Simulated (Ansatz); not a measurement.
Consider the formal exchange of groups at a Zn–C bond: `C[CH2][Zn][Cl]` + `CC(=O)N(C)C` → `C[N](C)[Zn][Cl]` + `CCC(C)=O`.

Calculated with Ansatz (gas phase, PBE0-D4/def2-TZVP geometries, no zero-point term in ΔE). CCSD(T)/CBS adds triple-zeta CCSD(T) − MP2 to the extrapolated MP2 energy (def2 sets, frozen cores). DFT in def2-TZVPP. For Zn outer-core shells are correlated without core-valence functions, which leaves a few kJ/mol of doubt a bond. Scalar relativity is left out up to krypton. One conformer a species, not always the lowest.

CCSD(T)/CBS gives +32.8 kJ/mol.

(1) Another level gave +38.2 kJ/mol. Which?
A. PBE-D4/def2-TZVPP
B. ωB97X-V/def2-TZVPP
C. SCS-MP2/def2-TZVPP
D. PBE0-D4/def2-TZVPP

Largest T1 diagnostic among the species: 0.014.

Results:

(1) B. ωB97X-V 38.2, PBE0-D4 48.0, SCS-MP2/def2-TZVPP 31.1, PBE-D4 52.1 kJ/mol.

At CCSD(T), def2-SVP lies +4.1 kJ/mol from the extrapolated value and def2-TZVPP +0.3 kJ/mol. From PBE to PBE0 (25 % exact exchange), in def2-TZVPP and without D4, ΔE moves by −4.0 kJ/mol.

CCSD(T)/CBS has its own doubt, a few kJ/mol and more with outer-core shells, so smaller differences from it don't rank the levels.
